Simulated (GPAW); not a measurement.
The system is Ge.

```xyz
2
Lattice="-2.5745 2.5745 1.3974 2.5745 -2.5745 1.3974 2.5745 2.5745 -1.3974" Properties=species:S:1:pos:R:3 pbc="T T T"
Ge    0.0000    0.0000    1.3974
Ge    2.5745    0.0000    0.6987
```

This isn't the form of Ge at room conditions, which is diamond.

Program: GPAW 26.7.0. Alike in all runs: task band structure; cell as given; cutoff (eV) 600; smearing fermi-dirac 0.05 eV.

Problem. Order these runs on this cell by their pressure, lowest first.
A. level BLYP; potentials or basis PAW data sets generated in the run's folder for this functional, pw; spin off; k mesh 11 × 11 × 11; eigensolver davidson
B. level LDA; potentials or basis PAW data sets generated in the run's folder for this functional, pw; spin off; k mesh 8 × 8 × 8
C. level r2SCAN; potentials or basis GPAW PAW data sets (gpaw-data 1.2.1), pw; spin SOC, no magnetisation; k mesh 8 × 8 × 8; spin axis theta (degrees) 90; spin axis phi (degrees) 0

Solution. B (-2.7 GPa), C (0.2 GPa), A (9.6 GPa).

Caveats: spin-orbit coupling was added after a scalar SCF, so levels and gaps hold it while energy, forces, pressure and moments don't (some runs); the PAW data sets were made with another functional, which shifts forces and pressure a little (some runs).

Not every run made on this cell is shown here.
